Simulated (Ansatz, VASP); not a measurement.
**W in VASP and in Ansatz**

```xyz
5
Lattice="2.7570 0.0000 0.0000 -0.9190 2.5994 0.0000 0.0000 0.0000 24.0044" Properties=species:S:1:pos:R:3 pbc="T T T"
W     0.9190    1.2997    7.5000
W     0.0000    0.0000    9.7511
W     0.9190    1.2997   12.0022
W     0.0000    0.0000   14.2533
W     0.9190    1.2997   16.5044
```

Alike in both runs: task single point; functional PBE; k mesh 1 × 1 × 1; occupations gaussian, width 0.1 eV; no spin polarisation.

```csv
,VASP,Ansatz
version,VASP 6.6.1,Ansatz 0.2.0
potentials or method,"VASP PAW PBE potentials, release 64 (W_sv)","scalar-relativistic, plane waves, PAW"
plane-wave cutoff (eV),520,420
valence electrons in the cell,70,70
```

|  | VASP | Ansatz | Ansatz less VASP |
| --- | --- | --- | --- |
| gap on the k mesh at the Fermi level (eV) | 0.15 | 0.16 | +0.007 |
| least direct gap on the mesh (eV) | 0.15 | 0.16 | +0.007 |
| rms of the force components (eV/Å) | 2.238 | 2.207 | -0.0318 |

Atom by atom the forces differ by 0.032 eV/Å (rms over components). With one functional, cell and mesh, what is left measures potentials, basis and numerics.

Caveats: spin-orbit coupling is left out, which moves the levels of the heavy elements.
